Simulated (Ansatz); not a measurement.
**Two-dimensional strain map in Al**

All numbers below come from DFT PBE+D3(BJ), scalar-relativistic, plane waves, PAW (Ansatz 0.2.0). Settings: plane waves to 420 eV, k-mesh 26×26×26 (Γ-centred), Gaussian smearing 0.15 eV. No spin polarisation. Energies are free energies at this smearing, counted from the undisturbed cell; pressure is positive in compression.

Zero of the scan (relaxed at this level):

```xyz
1
Lattice="0.0000 1.9914 1.9914 1.9914 0.0000 1.9914 1.9914 1.9914 0.0000" Properties=species:S:1:pos:R:3 pbc="T T T"
Al    0.0000    0.0000    0.0000
```

The cell is strained by p along both x and y and by q along z, fractional coordinates fixed. Points are written (p, q).

Energy above the undisturbed cell in meV/atom (a dash: not computed):

```csv
p \ q,-0.080,-0.040,0.000,0.040,0.080
-0.080,?,226.4,163.7,130.7,122.2
-0.040,140.4,?,35.8,25.7,33.6
0.000,51.0,?,0.0,9.8,34.8
0.040,?,18.1,27.4,53.3,92.1
0.080,61.6,68.6,95.9,136.3,185.7
```

Q: Fill in the withheld energies.

A: (-0.080, -0.080): 328.8; (-0.040, -0.040): 71.2; (0.000, -0.040): 12.0; (0.040, -0.080): 30.8.